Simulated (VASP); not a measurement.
A run of VASP 6.6.1 is set up as follows.

Contents of INCAR:

```
SYSTEM = Na7Nb8O24
PREC = Accurate
ENCUT = 520
EDIFF = 1E-7
ISMEAR = -1
SIGMA = 0.05
LREAL = Auto
LASPH = .True.
NELM = 80
ALGO = Normal
ISIF = 2
LWAVE = .False.
LCHARG = .False.
GGA = PE
NBANDS = 174
NELECT = 298.0
```

KPOINTS

```
Automatic mesh
0
Gamma
  1 1 1
  0 0 0
```

Contents of POSCAR:

```
Na7Nb8O24
1.0
    0.0000000000      8.0463850000      5.7387620000
    5.7928810000      0.0000000000      5.7387620000
    5.7928810000      8.0463850000      0.0000000000
Na Nb O
7 8 24
Direct
    0.6109634634      0.3913084552      0.6611730302
    0.4104337626      0.1387787679      0.3159172633
    0.8608174816      0.1032580455      0.9298375765
    0.6222527049      0.8617084700      0.6306577636
    0.1172831335      0.8807544224      0.1429331003
    0.8400883078      0.6835504143      0.8697354205
    0.3735884988      0.6525910152      0.4097819216
    0.2528739756      0.2423722117      0.7245214635
    0.0677028474      0.0356818199      0.4320992376
    0.5541066219     -0.0135022197     -0.0474691691
    0.7637635288      0.2217277671      0.2500582061
    0.7384664342      0.7383503426      0.2601683564
    0.5581487834      0.4877910900     -0.0578495808
    0.0378678758      0.5306171040      0.4844909225
    0.2360389045      0.7414890013      0.7563322037
    0.8784899069      0.6319926676      0.4133075898
    0.9165658864      0.1324408506      0.3406570777
    0.7119625127      0.8943072716      0.0503176914
    0.5971707551      0.3503332536      0.1849444432
    0.0486354082      0.7451420651      0.0137031451
    0.5278961061      0.2554610012      0.9828692873
    0.3126520274      1.0026665030      0.2447784212
    0.3407328799     -0.0323214142      0.7380497038
    0.4766530698      0.7284500517      0.5112439796
    0.0213987708      0.2136519248      0.5203351880
    0.2498539786      0.4747622365      0.2979448155
    0.2403268469      0.4997979396      0.7460415658
    0.4109685964      0.1738090961      0.8816242885
    0.4100671619      0.6400373729      0.8725088024
    0.1611874293      0.3086874322      0.5865147997
    0.1185734123      0.8879154437      0.6618143022
    0.5537268982      0.2370534130      0.4849880030
    1.0605418851      0.7550064858      0.4927146395
    0.8209499646      0.4616088869      0.7751332454
    0.7869638772      0.5275530865      0.2052083840
    1.0246351779      0.2059089708      0.9910774682
    0.4521013062      0.7714901234      0.0388148008
    0.7870800356     -0.0439232363      0.7102756092
    0.7515638806      0.9777986544      0.2773453750
```

Potentials or basis: VASP PAW PBE potentials, release 64 (Na_pv, Nb_sv, O).

Command:

```bash
$ cat potpaw_PBE.64/Na_pv/POTCAR potpaw_PBE.64/Nb_sv/POTCAR potpaw_PBE.64/O/POTCAR > POTCAR
$ mpirun -np 1 vasp_gam > vasp.out
```

(1) What does it give for the band gap on the k mesh?

(2) Predict the largest force.

## Answers

(1) 2.04 eV, direct.

(2) 5.739 eV/Å.

Caveat: the cell carries a net charge on a neutralising background, which shifts energy and pressure; the cell is charged against a uniform background, so pressure and absolute levels hang on convention.
